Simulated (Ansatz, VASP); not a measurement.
# One calculation of GaN, two programs

The input INCAR:

```
PREC = Accurate ; ENCUT = 520
EDIFF = 1E-7 ; ISMEAR = 0
SIGMA = 0.05 ; LREAL = False
LASPH = True ; NELM = 100
ALGO = Normal ; ISIF = 2
LWAVE = False ; LCHARG = False
GGA = PS ; NBANDS = 26
```

KPOINTS

```
Automatic mesh
0
Gamma
  12 12 6
```

POSCAR

```
GaN
1.0
    3.1348398099      0.0000000000      0.0000000000
   -1.5674199049      2.7148509121      0.0000000000
    0.0000000000      0.0000000000      5.0298632971
Ga N
2 2
Direct
    0.3333333333      0.6666666667      0.9991941071
    0.6666666667      0.3333333333      0.4991941071
    0.3333333333      0.6666666667      0.3758058929
    0.6666666667      0.3333333333      0.8758058929
```

Input for Ansatz:

```yaml
crystal:
  lattice:
    - [3.1348398099, 0.0, 0.0]
    - [-1.5674199049, 2.7148509121, 0.0]
    - [0.0, 0.0, 5.0298632971]
  atoms:
    - { symbol: Ga, position: [0.3333333333, 0.6666666667, 0.9991941071] }
    - { symbol: Ga, position: [0.6666666667, 0.3333333333, 0.4991941071] }
    - { symbol: "N", position: [0.3333333333, 0.6666666667, 0.3758058929] }
    - { symbol: "N", position: [0.6666666667, 0.3333333333, 0.8758058929] }
basis:
  ecutwfc: 420
kpoints:
  mp_grid: { grid: [12, 12, 6] }
hamiltonian:
  xc: pbesol
scf:
  occupations: { method: gaussian, width: 0.05 }
output:
  forces: true
  stress: true
  eigenvalues: true
```

Change from the starting cell: strain -0.015 along x and y, -0.030 along z, atoms carried along.

Alike in both runs: task single point; functional PBEsol; k mesh 12 × 12 × 6; occupations gaussian, width 0.05 eV; no spin polarisation.

```csv
,VASP,Ansatz
version,VASP 6.6.1,Ansatz 0.2.0
potentials or method,"VASP PAW PBE potentials, release 64 (Ga_d, N)","scalar-relativistic, plane waves, PAW"
plane-wave cutoff (eV),520,420
valence electrons in the cell,36,36
```

Ansatz gave:

- gap on the k mesh at the Fermi level (eV): 2.31
- least direct gap on the mesh (eV): 2.31
- pressure (GPa): 13.1
- largest component of the traceless stress (GPa): 4.75
- rms of the force components (eV/Å): 0.126

Question: Which values does VASP return?

Answer: gap on the k mesh at the Fermi level (eV): 2.33; least direct gap on the mesh (eV): 2.33; pressure (GPa): 12.9; largest component of the traceless stress (GPa): 4.79; rms of the force components (eV/Å): 0.123.

Atom by atom the forces differ by 0.003 eV/Å (rms over components).

Caveats: the PAW data sets were made with another functional, which shifts forces and pressure a little (VASP).
